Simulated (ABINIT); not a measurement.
Crystal: WC (Qusongite).

```
CELL_PARAMETERS angstrom
2.90650 0.00000 0.00000
-1.45325 2.51710 0.00000
0.00000 0.00000 2.83660
ATOMIC_POSITIONS crystal
W 0.00000 0.00000 0.00000
C 0.66667 0.33333 0.50000
```

* Program: ABINIT 10.8.3 (patched build)
* Task: relaxation of cell and atoms
* Functional: HCTH407
* Potentials or basis: JTH PAW PBE v2.0
* Cutoff: 544 eV
* k mesh: 10 × 10 × 9
* Occupations: fermi-dirac, width 0.05 eV
* Spin: no spin polarisation

At the start: pressure -8.4 GPa; volume 10.38 Å³/atom.

Where does the relaxation end?

Over 5 steps the energy falls by 6.6 meV/atom and the volume is 10.15 Å³/atom (-2.2 %); space group P-6m2 (No. 187, to 0.05 Å).

The path:
```csv
step,energy change (eV),largest force (eV/Å),pressure (GPa),volume (Å³)
1,0.0000,0.0000,-8.40,20.75
2,-0.0128,0.0000,1.70,20.22
3,-0.0131,0.0000,-0.07,20.31
4,-0.0131,0.0000,-0.01,20.31
5,-0.0131,0.0000,0.00,20.31
```

Final structure:
```yaml
crystal:
  lattice:
    - [2.88641, 0.00000, 0.00000]
    - [-1.44320, 2.49970, 0.00000]
    - [0.00000, 0.00000, 2.81425]
  atoms:
    - { symbol: W, position: [0.00000, 0.00000, 0.00000] }
    - { symbol: C, position: [0.66667, 0.33333, 0.50000] }
```

Caveat: the PAW data sets were made with another functional, which shifts forces and pressure a little.
